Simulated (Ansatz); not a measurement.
# Phonon spectrum of NaI

All numbers below come from DFT PBE+D3(BJ), scalar-relativistic, plane waves, PAW (Ansatz 0.2.0). Cutoff 420 eV, 8×8×8 k-points (Γ-centred), fixed occupations. No spin polarisation. Phonons by linear response, acoustic sum rule imposed.

Relaxed structure:
```
CELL_PARAMETERS angstrom
-2.24830 2.24830 3.17957
2.24830 -2.24830 3.17957
2.24830 2.24830 -3.17957
ATOMIC_POSITIONS crystal
Na 0.00000 0.00000 0.00000
I 0.50000 0.50000 0.00000
```

The cell has the rock salt type, in a space group that the Crystallography Open Database lists for this formula; it was reached from a generator's guess. Spin–orbit coupling is left out, which matters for heavy elements.

Force constants from linear response on a 4×4×4 q mesh.

Path: Γ–X–U | K–Γ–L–W–X. Only the points of the 4×4×4 mesh were computed; the rest is interpolation, which is rough on so few points. On the mesh no mode is imaginary. Distance along the path (Å⁻¹), then the branches (cm⁻¹, negative for imaginary; the LO field is included):
```
0.000  0 0 0 128 128 179
0.123  9 9 22 129 129 178
0.247  18 18 42 131 131 172
0.370  24 24 59 132 132 162
0.494  30 30 72 131 131 150
0.618  34 34 77 131 131 141
0.741  36 36 72 132 132 138
0.865  38 38 63 133 133 140
0.988  38 38 59 134 134 141
1.032  38 39 59 134 134 140
1.075  39 41 59 134 134 140
1.119  40 44 59 133 135 140
1.163  42 48 59 133 136 140
1.206  44 52 58 132 138 140
1.250  46 56 58 132 139 140
1.294  48 57 61 131 139 141
1.337  50 57 65 130 139 143
1.337  50 57 65 130 139 143
1.468  53 55 74 127 137 149
1.599  49 57 78 124 136 156
1.730  43 56 75 122 135 162
1.861  36 50 67 122 134 169
1.992  28 41 55 123 133 174
2.123  19 29 39 125 131 177
2.254  10 15 20 127 129 179
2.385  0 0 0 128 128 179
2.385  0 0 0 128 128 179
2.492  11 11 16 128 128 179
2.599  21 21 31 127 127 179
2.706  31 31 45 127 127 179
2.813  39 39 58 126 126 180
2.920  46 46 68 125 125 180
3.027  52 52 76 124 125 180
3.134  55 55 81 124 124 180
3.241  56 56 83 124 124 180
3.328  56 57 82 124 124 178
3.416  56 58 80 124 126 173
3.503  56 59 77 125 129 166
3.590  55 59 73 127 132 158
3.678  54 58 71 129 134 151
3.765  53 56 69 131 136 145
3.852  52 53 68 134 137 140
3.940  52 52 67 136 138 138
4.002  50 54 66 136 137 138
4.063  48 56 64 136 136 139
4.125  45 57 60 135 136 139
4.187  43 55 58 135 135 140
4.248  41 49 59 135 135 140
4.310  40 44 59 134 134 140
4.372  38 40 59 134 134 140
4.434  38 38 59 134 134 141
```
